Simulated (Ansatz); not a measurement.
# CaO: further runs on the relaxed cell

One table from this session's results is given with a row withheld; the runs are named, their logs left out.

Computed with Ansatz 0.2.0 (DFT r2SCAN, scalar-relativistic, plane waves, PAW, unless a step's input says otherwise).

1 further run of the same task is left out (set aside as unsound or not needed).

## Starting point

Symmetry: Fm-3m, No. 225, cubic system. The conventional cell has a = 4.795 Å, b = 4.795 Å, c = 4.795 Å, α = 90.00°, β = 90.00°, γ = 90.00°. Around Ca (site symmetry m-3m) lie 6 O at 2.40 Å. O (site symmetry m-3m) has 6 Ca at 2.40 Å in its first shell of neighbours.

Structure file:

```
Ca O
1.0
     0.00000    2.39745    2.39745
     2.39745    0.00000    2.39745
     2.39745    2.39745    0.00000
Ca O
1 1
Direct
  0.00000 0.00000 0.00000
  0.50000 0.50000 0.50000
```

It is the result of an earlier relaxation at this level (volume 13.78 Å³/atom; gap on the mesh: 4.20 eV).

The first run:

Input file input.yaml:

```yaml
crystal:
  lattice:
    - [0.0, 2.3974452313, 2.3974452313]
    - [2.3974452313, 0.0, 2.3974452313]
    - [2.3974452313, 2.3974452313, 0.0]
  atoms:
    - { symbol: Ca, position: [0.0, 0.0, 0.0] }
    - { symbol: O, position: [0.5, 0.5, 0.5] }
basis:
  ecutwfc: 500
kpoints:
  mp_grid: { grid: [8, 8, 8] }
  band_path:
    path:
      - [[0.0, 0.0, 0.0], [0.5, 0.0, 0.5], [0.625, 0.25, 0.625]]
      - [[0.375, 0.375, 0.75], [0.0, 0.0, 0.0], [0.5, 0.5, 0.5], [0.5, 0.25, 0.75], [0.5, 0.0, 0.5]]
    npoints: 14
hamiltonian:
  xc: r2scan
scf:
  occupations: { method: gaussian, width: 0.02 }
  n_extra_bands: 6
output:
  forces: true
  stress: true
  eigenvalues: true
  populations: true
  dos: { projected: true, de: 0.02, nscf_kmesh: { grid: [12, 12, 12] } }
  bader: true
  write_density: true
  write_potential: true
  elf: true
  volumetric_format: npy
```

On the command line:

```bash
ansatz run input.yaml --threads 1 --pin off --max-ram 2560MiB --backend cpu --events-out ev --progress --plain --runs-dir out
```

Steps of the session up to this table: Electronic structure at the relaxed geometry; Band edges anywhere in the zone; Eigenvalues a small step from each edge; The cell as listed, for comparison; Dielectric function, independent particles; Point at V/V0 = 0.97; Volume × 1.03; The cell scaled to 0.94 of its volume; Point at V/V0 = 1.06; Volume × 0.91; Volume × 1.10; Volume × 0.88.

One of the session's tables, all rows but one given; the rest of the session is left out.

It belongs to the step «Energy against volume». 

```
volume (Å³/atom)  energy above the lowest point (meV/atom)  pressure (GPa)  gap on the mesh (eV)
          12.126                                      90.8           19.72                  4.12
          12.540                                      48.1           13.53                  4.15
          12.953                                      20.2            8.27                  4.17
          13.367                                         ?               ?                     ?
          13.780                                       0.0            0.00                  4.20
          14.193                                       4.3           -3.25                  4.20
          14.607                                      16.3           -6.01                  4.20
          15.158                                      42.5           -9.07                  4.20
```

**Question.** Estimate the row for volume (Å³/atom) = 13.367.

Worked estimate for «energy above the lowest point (meV/atom)». A straight line through the neighbours (12.953, 20.2) and (13.780, 0.0) gives 20.2 + (0.0 − 20.2) × (13.367 − 12.953) / (13.780 − 12.953) = 10.1; a parabola fitted to 4 rows on both sides gives 4.7.

The run gave: energy above the lowest point (meV/atom): 4.8; pressure (GPa): 3.80; gap on the mesh (eV): 4.19. In «energy above the lowest point (meV/atom)» the line misses by +5.3 and the parabola by -0.1.

To keep in mind: Absorption along x passes 10⁴ cm⁻¹ at 4.6 eV, beside a least direct gap of 4.57 eV on the SCF mesh; the indirect gap of 4.20 eV gives no absorption without phonons.
